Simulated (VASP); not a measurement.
# LiF in VASP: one cell, several levels of theory, part 2 of 2

The system is zincblende LiF, a generated structure that needn't be the ground state.

VASP 6.6.1, plane waves, PAW.

**3. Single point with r2SCAN**

Contents of INCAR:

```
ENCUT = 520.000000
SIGMA = 0.010000
EDIFF = 1.00e-07
ALGO = Normal
METAGGA = R2SCAN
PREC = Accurate
IBRION = -1
ISIF = 2
ISMEAR = 0
NBANDS = 12
NELM = 120
NSW = 0
LASPH = .TRUE.
LCHARG = .FALSE.
LWAVE = .FALSE.
LREAL = .FALSE.
```

Contents of KPOINTS:

```
KPOINTS created by Atomic Simulation Environment
0
Gamma
10 10 10
0 0 0
```

Contents of KPOINTS_OPT:

```
special points
6
Reciprocal
0.0000000000 0.0000000000 0.0000000000 1
-0.5000000000 -0.5000000000 0.0000000000 1
-0.3750000000 -0.3750000000 0.2500000000 1
-0.3750000000 0.0000000000 0.3750000000 1
0.0000000000 0.0000000000 0.5000000000 1
-0.5000000000 -0.2500000000 0.2500000000 1
```

Contents of POSCAR:

```
Li F
 1.0000000000000000
     0.0000000000000000    2.1330296528999999    2.1446105497999999
     2.1330296528999999    0.0000000000000000    2.1446105497999999
     2.1330296528999999    2.1330296528999999    0.0000000000000000
 Li  F
   1   1
Cartesian
  0.0000000000000000  0.0000000000000000  0.0000000000000000
  1.0665148264500000  1.0665148264500000  1.0723052748999999
```

Command:

```console
$ mpirun -np 1 vasp_std
```

Standard output, without the iteration lines:

```text
POSCAR found type information on POSCAR LiF
 POSCAR found :  2 types and       2 ions
 -----------------------------------------------------------------------------
|                                                                             |
|                                                                             |
|     You enforced a specific xc type in the INCAR file but a different       |
|     I HOPE YOU KNOW WHAT YOU ARE DOING!                                     |
|                                                                             |
 -----------------------------------------------------------------------------

 LDA part: xc-table for (None), standard interpolation
 POSCAR, INCAR and KPOINTS ok, starting setup
 FFT: planning ... GRIDC
 FFT: planning ... GRID_SOFT
 FFT: planning ... GRID
 WAVECAR not read
 entering main loop
 Start KPOINTS_OPT (optional k-point list driver)
k-point batch [1-6\6]
```

OSZICAR:

```text
N       E                     dE             d eps       ncg     rms          rms(c)
DAV:   1     0.297341300588E+02    0.29734E+02   -0.52557E+03  2504   0.848E+02
DAV:   2    -0.138579885524E+02   -0.43592E+02   -0.42682E+02  2988   0.193E+02
DAV:   3    -0.151668990282E+02   -0.13089E+01   -0.13035E+01  3260   0.296E+01
DAV:   4    -0.151854676095E+02   -0.18569E-01   -0.18567E-01  2896   0.401E+00
DAV:   5    -0.151857360833E+02   -0.26847E-03   -0.26847E-03  3348   0.383E-01    0.455E+00
DAV:   6    -0.117613277815E+02    0.34244E+01   -0.11983E+00  2728   0.713E+00    0.156E+00
DAV:   7    -0.117932485800E+02   -0.31921E-01   -0.46423E-01  2976   0.467E+00    0.129E+00
DAV:   8    -0.118952702660E+02   -0.10202E+00   -0.73449E-01  2604   0.608E+00    0.220E+00
DAV:   9    -0.118061482185E+02    0.89122E-01   -0.47793E-01  2572   0.448E+00    0.121E-01
DAV:  10    -0.118055532169E+02    0.59500E-03   -0.33975E-03  2736   0.572E-01    0.126E-01
DAV:  11    -0.118053657104E+02    0.18751E-03   -0.99582E-04  2816   0.235E-01    0.140E-02
DAV:  12    -0.118053475336E+02    0.18177E-04   -0.47304E-05  3172   0.585E-02    0.483E-03
DAV:  13    -0.118053413566E+02    0.61769E-05   -0.16547E-06  3060   0.106E-02    0.115E-03
DAV:  14    -0.118053403795E+02    0.97713E-06   -0.27444E-08  3048   0.180E-03    0.657E-04
DAV:  15    -0.118053405316E+02   -0.15206E-06   -0.20966E-08  1624   0.104E-03    0.234E-04
DAV:  16    -0.118053407428E+02   -0.21124E-06   -0.39588E-09  1456   0.539E-04    0.183E-05
DAV:  17    -0.118053407491E+02   -0.63350E-08   -0.11324E-10  1384   0.110E-04
   1 F= -.11805341E+02 E0= -.11805341E+02  d E =-.170830E-93
       N       E                     dE             ncg
DAV:   1     0.824062700847E+03   -0.31051E+04      144
DAV:   2     0.561588949940E+03   -0.26247E+03      176
DAV:   3     0.552960168414E+03   -0.86288E+01      184
DAV:   4     0.552835622601E+03   -0.12455E+00      172
DAV:   5     0.552833592846E+03   -0.20298E-02      192
DAV:   6     0.552833573187E+03   -0.19659E-04      184
DAV:   7     0.552833572829E+03   -0.35760E-06      180
DAV:   8     0.552833572822E+03   -0.73576E-08      136
```

OUTCAR, selected sections:

```text
k-points           NKPTS =    102   k-points in BZ     NKDIM =    102   number of bands    NBANDS=     12

   NELECT =      10.0000    total number of electrons

   dimension x,y,z NGX =    24 NGY =   24 NGZ =   24
   dimension x,y,z NGXF=    48 NGYF=   48 NGZF=   48

  energy-cutoff  :      520.00
  volume of cell :       19.52
      direct lattice vectors                 reciprocal lattice vectors
     0.000000000  2.133029653  2.144610550    -0.234408368  0.234408368  0.233142563
     2.133029653  0.000000000  2.144610550     0.234408368 -0.234408368  0.233142563
     2.133029653  2.133029653  0.000000000     0.234408368  0.234408368 -0.233142563

 k-points in reciprocal lattice and weights: KPOINTS created by Atomic Simulation Env
   0.00000000  0.00000000  0.00000000       0.001
   0.10000000 -0.00000000  0.00000000       0.008
   0.20000000 -0.00000000  0.00000000       0.008
   0.30000000  0.00000000  0.00000000       0.008
   0.40000000 -0.00000000  0.00000000       0.008
   0.50000000 -0.00000000  0.00000000       0.004
   0.10000000  0.10000000  0.00000000       0.002
   0.20000000  0.10000000  0.00000000       0.008
[... 94 more k-points ...]

 E-fermi :  -2.9642

 k-point     1 :       0.0000    0.0000    0.0000
  band No.  band energies     occupation
      1     -44.5273      2.00000
      2     -23.5824      2.00000
      3      -3.1166      2.00000
      4      -3.1073      2.00000
      5      -3.1072      2.00000
      6       5.7090      0.00000
      7      18.0465      0.00000
      8      18.0469      0.00000
      9      18.0527      0.00000
     10      26.2289      0.00000
     11      26.3866      0.00000
     12      26.3867      0.00000

 k-point     2 :       0.1000   -0.0000    0.0000
  band No.  band energies     occupation
      1     -44.5234      2.00000
      2     -23.5670      2.00000
      3      -3.3289      2.00000
      4      -3.1402      2.00000
      5      -3.1328      2.00000
      6       5.9922      0.00000
      7      17.7708      0.00000
      8      18.1039      0.00000
      9      18.1088      0.00000
     10      24.9171      0.00000
     11      25.0840      0.00000
     12      25.1518      0.00000

 k-point     3 :       0.2000   -0.0000    0.0000
  band No.  band energies     occupation
      1     -44.5131      2.00000
      2     -23.5258      2.00000
      3      -3.8664      2.00000
      4      -3.2091      2.00000
      5      -3.1985      2.00000
      6       6.7724      0.00000
      7      16.7945      0.00000
      8      18.1149      0.00000
      9      18.1486      0.00000
     10      24.1192      0.00000
     11      24.2206      0.00000
     12      24.4358      0.00000

 k-point     4 :       0.3000    0.0000    0.0000
  band No.  band energies     occupation
      1     -44.5004      2.00000
      2     -23.4733      2.00000
      3      -4.4765      2.00000
      4      -3.2921      2.00000
      5      -3.2775      2.00000
      6       7.8946      0.00000
      7      15.3158      0.00000
      8      17.8842      0.00000
      9      17.9526      0.00000
     10      24.2279      0.00000
     11      24.2879      0.00000
     12      24.6769      0.00000

 k-point     5 :       0.4000   -0.0000    0.0000
  band No.  band energies     occupation
      1     -44.4902      2.00000
      2     -23.4297      2.00000
      3      -4.9368      2.00000
      4      -3.3575      2.00000
      5      -3.3399      2.00000
      6       9.1254      0.00000
      7      13.8281      0.00000
      8      17.5655      0.00000
      9      17.6541      0.00000
     10      24.7826      0.00000
     11      24.9220      0.00000
     12      24.9431      0.00000

 k-point     6 :       0.5000   -0.0000    0.0000
  band No.  band energies     occupation
      1     -44.4864      2.00000
      2     -23.4132      2.00000
      3      -5.1061      2.00000
      4      -3.3821      2.00000
      5      -3.3633      2.00000
      6       9.8268      0.00000
      7      13.0434      0.00000
      8      17.4262      0.00000
      9      17.5200      0.00000
     10      24.7661      0.00000
     11      25.2839      0.00000
     12      25.3259      0.00000

 k-point     7 :       0.1000    0.1000    0.0000
  band No.  band energies     occupation
      1     -44.5221      2.00000
      2     -23.5623      2.00000
      3      -3.3093      2.00000
      4      -3.1874      2.00000
      5      -3.1874      2.00000
      6       6.0694      0.00000
      7      17.9467      0.00000
      8      17.9470      0.00000
      9      18.1886      0.00000
     10      22.3153      0.00000
     11      27.2758      0.00000
     12      27.2759      0.00000

 k-point     8 :       0.2000    0.1000    0.0000
  band No.  band energies     occupation
      1     -44.5140      2.00000
      2     -23.5303      2.00000
      3      -3.7043      2.00000
      4      -3.2764      2.00000
      5      -3.2283      2.00000
      6       6.6449      0.00000
      7      17.2654      0.00000
      8      17.8983      0.00000
      9      18.3968      0.00000
     10      21.0596      0.00000
     11      26.5516      0.00000
     12      26.6398      0.00000

 k-point     9 :       0.3000    0.1000    0.0000
  band No.  band energies     occupation
      1     -44.5022      2.00000
      2     -23.4816      2.00000
      3      -4.2752      2.00000
      4      -3.3641      2.00000
      5      -3.2956      2.00000
      6       7.6133      0.00000
      7      15.7220      0.00000
      8      17.8063      0.00000
      9      18.3024      0.00000
     10      21.4083      0.00000
     11      26.1005      0.00000
     12      26.4389      0.00000

 k-point    10 :       0.4000    0.1000    0.0000
  band No.  band energies     occupation
      1     -44.4911      2.00000
      2     -23.4348      2.00000
      3      -4.7748      2.00000
      4      -3.4177      2.00000
      5      -3.3851      2.00000
      6       8.8071      0.00000
      7      14.1080      0.00000
      8      17.6463      0.00000
      9      17.9361      0.00000
     10      22.2882      0.00000
     11      26.0791      0.00000
     12      26.7387      0.00000

[... the tables of k-points 11 to 102 left out ...]

  Total        0.0441680      0.0441680      0.0308994      0.0000000      0.0000000     -0.0000000
  in kB        3.6261512      3.6261512      2.5368105      0.0000000      0.0000000     -0.0000000
  external PRESSURE =       3.2630376 kB  Pullay stress =       0.0000000 kB

 POSITION                                       TOTAL-FORCE (eV/Angst)
 -----------------------------------------------------------------------------------
      0.00000      0.00000      0.00000         0.000000      0.000000      0.000000
      1.06651      1.06651      1.07231        -0.000000      0.000000      0.000000
 -----------------------------------------------------------------------------------
    total drift:                                0.000000      0.000000     -0.000000

  FREE ENERGIE OF THE ION-ELECTRON SYSTEM (eV)
  ---------------------------------------------------
  free  energy   TOTEN  =       -11.8053407491 eV

  energy  without entropy=      -11.8053407491  energy(sigma->0) =      -11.80534075
```

Wall time 67 s (1 MPI rank of Intel Xeon Platinum 8488C, shared host); peak memory 0.16 GiB.

The levels at the points of KPOINTS_OPT are read from vasprun.xml.

Near the gap, in eV above the top of the last filled band v; c is the band after it:

```
point    v−1      v      c    c+1
    Γ   0.00   0.00   8.82  21.15
    X  -0.80  -0.80  11.39  17.05
    U  -0.92  -0.62  12.62  16.19
    K  -0.92  -0.64  12.61  16.21
    L  -0.27  -0.26  12.93  16.15
    W  -0.98  -0.74  12.93  16.71
```

r2SCAN gives a direct gap of 8.82 eV at Γ. The pressure is 0.33 GPa; the forces vanish within 0.01 eV/Å.

**4. Results**

The summary covers parts 1 to 2.

| level | gap (eV) | pressure (GPa) |
| --- | --- | --- |
| PBE | 7.97 | 3.55 |
| r2SCAN | 8.82 | 0.33 |

**Reading.** The gap runs from 7.97 eV (PBE) to 8.82 eV (r2SCAN). The pressure is highest with PBE (3.6 GPa) and lowest with r2SCAN (0.3 GPa), which orders the cells that they would relax to.
